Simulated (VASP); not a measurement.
The system is Zn.

```
CELL_PARAMETERS angstrom
0.00000 1.96655 1.96655
1.96655 0.00000 1.96655
1.96655 1.96655 0.00000
ATOMIC_POSITIONS crystal
Zn 0.00000 0.00000 0.00000
```

The cell was built by a generator and needn't be a form met in nature.

| Property | Result |
| --- | --- |
| Program | VASP 6.6.1 |
| Task | relaxation of cell and atoms |
| Functional | BLYP |
| Potentials or basis | VASP PAW PBE potentials, release 64 (Zn) |
| Cutoff | 600 eV |
| k mesh | 14 × 14 × 14 |
| Occupations | fermi-dirac, width 0.1 eV |
| Spin | no spin polarisation |

At the start: pressure 6.1 GPa; volume 15.21 Å³/atom.

Where does the relaxation end?

Over 3 steps the energy falls by 27.4 meV/atom and the volume is 16.84 Å³/atom (+10.7 %); space group Fm-3m (No. 225, to 0.05 Å).

Step by step:
```csv
step,energy change (eV),largest force (eV/Å),pressure (GPa),volume (Å³)
1,0.0000,0.0000,6.10,15.21
2,-0.0266,0.0000,0.85,16.52
3,-0.0274,0.0000,-0.04,16.84
```

Final structure:
```xyz
1
Lattice="0.0000 2.0342 2.0342 2.0342 0.0000 2.0342 2.0342 2.0342 0.0000" Properties=species:S:1:pos:R:3 pbc="T T T"
Zn    0.0000    0.0000    0.0000
```

Caveat: the PAW data sets were made with another functional, which shifts forces and pressure a little.
